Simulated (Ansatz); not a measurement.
An Ansatz input:

```yaml
crystal:
  lattice:
    - [4.1517654552, 0.0, 0.0]
    - [-2.0758827276, 3.5955343547, 0.0]
    - [0.0, 0.0, 2.6084623404]
  atoms:
    - { symbol: Ru, position: [1.0, 1.0, 0.0], spin: 1.0 }
    - { symbol: Ru, position: [0.3333333333, 0.6666666667, 0.5], spin: 1.0 }
    - { symbol: Ru, position: [0.6666666667, 0.3333333333, 0.5], spin: 1.0 }
hamiltonian:
  xc: pbe
  pseudopotentials:
    kind: paw
    azcp:
      Ru: "pseudopotentials/Ru.paw.azcp"
basis:
  ecutwfc: 420
  fft_grid_basis: typed
kpoints:
  mp_grid: { grid: [11, 11, 15], shift: [0, 0, 0] }
magnetization:
  spin_polarized: true
scf:
  occupations: { method: fermi_dirac, width: 0.05 }
output:
  stress: true
```

Output

```
Engine: ansatz 0.2.0, aarch64-unknown-linux-gnu
Pseudopotentials: kind: paw
Pseudopotential: Ru, paw, valence charge 16, recommended cutoff 420 eV (normal) 
Functional definition: PBE
  parameter kappa = 0.804
  parameter beta = 0.06672455060314922
  exchange = pbe_x(kappa = kappa, mu = beta*pi^2/3)
  correlation = pbe_c(beta = beta)
Crystal: 3 atoms, lattice volume = 38.939 Å³
Basis set: ecut = 420 eV, 747 PW (Γ)
Bands: 31, of which v1, the nominal top of the filled ones, is band 24 counted from 1 (23 counted from 0)
Symmetry: 24 space group operations
Space group: P6/mmm (ITA 191), of the structure as read, at distance tolerance 3.4e-5 Å
Magnetic group: BNS 191.233 (UNI 1463), of the structure as read, at distance tolerance 3.4e-5 Å
k-points: 128 of 1815
Non-local potential: Ru, projectors of the file, l = 0: 3, l = 1: 2, l = 2: 2, l = 3: 1
PAW form: soft (Blöchl's): semilocal exchange-correlation on the pseudo side does not see the compensation charge
PAW one-centre angular grid: Ru, 590 points (default); XC on 64 Gauss nodes
Initial density: superposition of atomic densities (chi_scale 0.1, normalization cell)
Starting moments: Σ|m| = 3 μB on 3 of 3 sites
Initial wavefunctions: pseudopotential atomic-orbital guess
Functional: x = pbe(κ = 0.804, μ = 0.2195149727645171), c = pbe(β = 0.06672455060314922)
SCF iter   1: F=—  HF=-17638.640529 eV  |F-HF|=—  |Δ(HF+E_count)|=         —  Δρ=1.00e-1 (↑1.00e-1 ↓4.44e-2)  dr2=5.17e0  dr2_m=8.63e-1  M=0.327 μB ∫|m|=0.327 μB  β_m=0.30  ethr=3.10e-3  ⟨swp⟩=5.3  Hψ=30641  notcnv=0
Mixer restart at iter 1: flushing history
SCF iter   2: F=—  HF=-17636.239488 eV  |F-HF|=—  |Δ(HF+E_count)|=    2.40e0  Δρ=6.90e-2 (↑6.90e-2 ↓3.13e-2)  dr2=2.29e0  dr2_m=4.49e-1  M=0.260 μB ∫|m|=0.260 μB  β_m=0.61  ethr=3.10e-3  ⟨swp⟩=2.9  Hψ=14719  notcnv=0  defer=159
SCF iter   3: F=—  HF=-17635.022077 eV  |F-HF|=—  |Δ(HF+E_count)|=    1.22e0  Δρ=6.70e-3 (↑6.20e-3 ↓6.70e-3)  dr2=9.38e-3  dr2_m=8.63e-3  M=0.053 μB ∫|m|=0.053 μB  β_m=0.80  ethr=3.10e-3  ⟨swp⟩=2.5  Hψ=14619  notcnv=0  defer=159
SCF iter   4: F=—  HF=-17635.015174 eV  |F-HF|=—  |Δ(HF+E_count)|=   6.90e-3  Δρ=2.28e-3 (↑2.01e-3 ↓2.28e-3)  dr2=1.06e-2  dr2_m=7.88e-5  M=0.005 μB ∫|m|=0.008 μB  β_m=0.66  ethr=1.95e-5  ⟨swp⟩=2.2  Hψ=17843  notcnv=0  defer=120
SCF iter   5: F=—  HF=-17635.014548 eV  |F-HF|=—  |Δ(HF+E_count)|=   6.27e-4  Δρ=2.06e-3 (↑2.06e-3 ↓1.67e-3)  dr2=9.61e-3  dr2_m=5.57e-5  M=0.005 μB ∫|m|=0.007 μB  β_m=0.47  ethr=1.95e-5  ⟨swp⟩=2.0  Hψ=13768  notcnv=0  defer=120
SCF iter   6: F=—  HF=-17635.013797 eV  |F-HF|=—  |Δ(HF+E_count)|=   7.50e-4  Δρ=9.26e-4 (↑9.26e-4 ↓6.81e-4)  dr2=1.62e-3  dr2_m=2.40e-5  M=0.003 μB ∫|m|=0.005 μB  β_m=0.66  ethr=1.95e-5  ⟨swp⟩=1.0  Hψ=7936  notcnv=0  defer=120
SCF iter   7: F=—  HF=-17635.013668 eV  |F-HF|=—  |Δ(HF+E_count)|=   1.29e-4  Δρ=2.40e-4 (↑2.40e-4 ↓1.42e-4)  dr2=7.99e-5  dr2_m=4.10e-6  M=0.001 μB ∫|m|=0.002 μB  β_m=0.77  ethr=3.38e-6  ⟨swp⟩=1.8  Hψ=8428  notcnv=0  defer=120
SCF iter   8: F=—  HF=-17635.013665 eV  |F-HF|=—  |Δ(HF+E_count)|=   2.41e-6  Δρ=4.31e-5 (↑4.31e-5 ↓1.56e-5)  dr2=1.10e-6  dr2_m=1.61e-7  M=0.000 μB ∫|m|=0.000 μB  β_m=0.83  ethr=1.66e-7  ⟨swp⟩=2.1  Hψ=9980  notcnv=0  defer=120
SCF iter   9: F=—  HF=-17635.013665 eV  |F-HF|=—  |Δ(HF+E_count)|=   2.70e-7  Δρ=7.69e-6 (↑7.69e-6 ↓4.25e-6)  dr2=2.99e-8  dr2_m=9.28e-9  M=0.000 μB ∫|m|=0.000 μB  β_m=0.89  ethr=2.28e-9  ⟨swp⟩=2.0  Hψ=13867  notcnv=0  defer=120
SCF iter  10: F=—  HF=-17635.013665 eV  |F-HF|=—  |Δ(HF+E_count)|=   5.10e-9  Δρ=8.12e-7 (↑3.66e-7 ↓8.12e-7)  dr2=6.04e-10  dr2_m=5.42e-11  M=0.000 μB ∫|m|=0.000 μB  β_m=0.89  ethr=6.22e-11  ⟨swp⟩=2.0  Hψ=13634  notcnv=0  defer=120
SCF iter  11: F=-17635.013665 eV  HF=-17635.013665 eV  |F-HF|=5.75e-10  |Δ(HF+E_count)|=  1.64e-10  Δρ=5.06e-7 (↑4.41e-7 ↓5.06e-7)  dr2=6.20e-10  dr2_m=7.33e-13  M=-0.000 μB ∫|m|=0.000 μB  ethr=1.26e-12  ⟨swp⟩=1.0  Hψ=20368  notcnv=0
SCF 1 converged in 11 iterations: F = -17635.013665 eV  dr2 = 6.20e-10
WARN: the starting moments were not kept: the SCF closed with an absolute magnetisation of 1.2e-6 μB, where they sum to 3 μB in size (3 sites). That is at most 0.1 of that sum. Measured as dr2_m measures the in/out step, that magnetisation stands 4.5e-13 eV from none, at or under the dr2_threshold of 1.0e-7 eV: it is no larger than a step whose dr2_m would equal this threshold. The system may hold no moment; this SCF shows only that its start led to no more than that. To try another start: raise the starting moments (crystal.atoms[].spin, magnetization.per_species, magnetization.initial_magnetization, or on a non-collinear deck that types none of these the spinor_matrix: blocks that start its atoms; where the total moment is fixed, keep their sum and leave initial_magnetization as it is; typed ones take the place of any that the run laid by itself, positive ones on a crystal's lanthanoids without a Hubbard term where scf.initial_density.shell_occupations: [] is typed) or, if the notice of its spin-set hold's release reads "site moments contracting" or "site moments show no strong build", lengthen the hold (scf.mixing.spin_hold: { on: { confirm: 4 } }; for m-r²SCAN on two components see the key's manual first). Each may lead to a state that holds a moment. A second SCF, from the converged charge density, with the starting moments and any scf.initial_density.shell_occupations laid on it anew, would have followed, and was not run: the deck does not ask for one (magnetization.retry_lost_moments is false, the default). To let it run, set magnetization.retry_lost_moments: true and run the deck again, where that key's refused combinations let it; where memory then withholds it, that run's warning says so.
SCF converged after 11 iterations
Magnetization: -0.0000 μB (24.0000 up, 24.0000 down)
Absolute magnetization: 0.0000 μB (∫|ρ↑−ρ↓|, with the PAW one-centre terms)
Spin contamination: 0.0000 ħ² per cell (⟨S²⟩ above its minimum at these occupations)
Per-site moments (μB) at R_I (Å): [(-8.535240167987801e-7, 1.0759907154150001), (5.2043733174423424e-8, 0.9887719475504563), (5.204373317442341e-8, 0.9887719475504563)]
Free energy (F): -17635.013665 eV
Harris-Foulkes:  -17635.013665 eV  (|F-HF|=5.75e-10)
Internal energy: -17634.987351 eV  (E = F + TS)
E sigma→0 (E₀):  -17635.000508 eV
Entropy (-TS):   -0.026314 eV (-8.771 meV/atom)
Fermi energy:    25.054446 eV
--- Per-component energies (eV) ---
  E_band       = -100.577176
  E_kinetic    = 1552.528619
  E_local      = -3662.174491  (includes V_loc(G=0)·N_el)
  E_nonlocal   = 1031.586906
  E_hartree    = 1182.997294
  E_xc         = -574.705635
  E_vxc        = -721.840024  (∫ρ·V_xc dr)
  E_paw        = -10383.427640  (= ΣΔE_a)
  E_vpaw       = -666.672304  (= ΣTr[D̂ρ^β])
  E_aug_tail   = -0.000540  (compensation charges beyond the density's cutoff)
  E_ewald      = -6781.791864
  E_smearing   = -0.026314  (= −TS)
  E_closure    = 0.000000  (closes the sum)
  Σ components = -17635.013665   (vs F -17635.013665, Δ=0.00e0)
--- Stress (GPa, compression-positive) ---
       30.988548       0.000000       0.000000
        0.000000      30.988548       0.000000
        0.000000       0.000000      27.799791
  P = ⅓ Tr σ = 29.9256 GPa (299.256 kbar)
```
